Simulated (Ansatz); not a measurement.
Run this with the Python package of Ansatz (0.2.0) and show what comes out.

`ecut.py`
```python
'''Cutoff test for GaN.'''

import warnings

import ansatz as az

warnings.simplefilter('ignore', az.DeckWarning)

cell = (
    az.Lattice.from_parameters(3.019678, 3.019678, 3.019678, alpha=60.0, beta=60.0, gamma=60.0)
    .atom('Ga', [0.0, 0.0, 0.0])
    .atom('N', [0.5, 0.5, 0.5])
)

calculation = (
    cell.calculation()
    .functional('pbesol')
    .kpoints(8, 8, 8)
    .occupations('Fixed')
)

rows = []
for value in [250, 300, 350, 400, 450]:
    summary = calculation.basis(value).run(threads=1).report
    rows.append((value, summary['free_energy_ev'] / len(summary['lattice']['sites']), summary['n_iterations'], summary['n_pw']))

print(' cutoff (eV)   F/atom (eV)    iterations   plane waves')
for row in rows:
    print(f'{str(row[0]):>12s}  {row[1]:12.5f}  {row[2]:12d}  {row[3]:12d}')

# the last row is the reference
for row in rows[:-1]:
    shift = 1000 * (row[1] - rows[-1][1])
    print(f'{row[0]}: {shift:+.2f} meV/atom' + ('  (within 1 meV)' if abs(shift) < 1 else ''))
```

```console
$ python ecut.py
RunWarning: iter 1: σ=0 fill of 9 bands saw a band overlap (occupied 12.9688 eV > unoccupied 12.8645 eV) — on an unconverged iterate often a transient of an unconverged empty band; one that stands at [...]
 cutoff (eV)   F/atom (eV)    iterations   plane waves
         250   -2059.87788             7           169
         300   -2060.78640             6           259
         350   -2060.94927             6           283
         400   -2060.98198             6           339
         450   -2060.98837             6           411
250: +1110.49 meV/atom
300: +201.97 meV/atom
350: +39.10 meV/atom
400: +6.40 meV/atom
```
(Warnings from the package without file and line, shortened.)

What to keep in mind:
- This is a high-temperature or high-pressure form, not the ambient phase.
- This cell is a computed structure, which may not be the phase found in nature.
- Shifts are counted from the last row, which is itself no proven limit.
- The script silences the warnings on its input, which a real study should read.
- It ran for 2.7 s on 1 thread of Intel(R) Xeon(R) Processor @ 2.30GHz, on a shared host, peak memory 0.44 GiB.
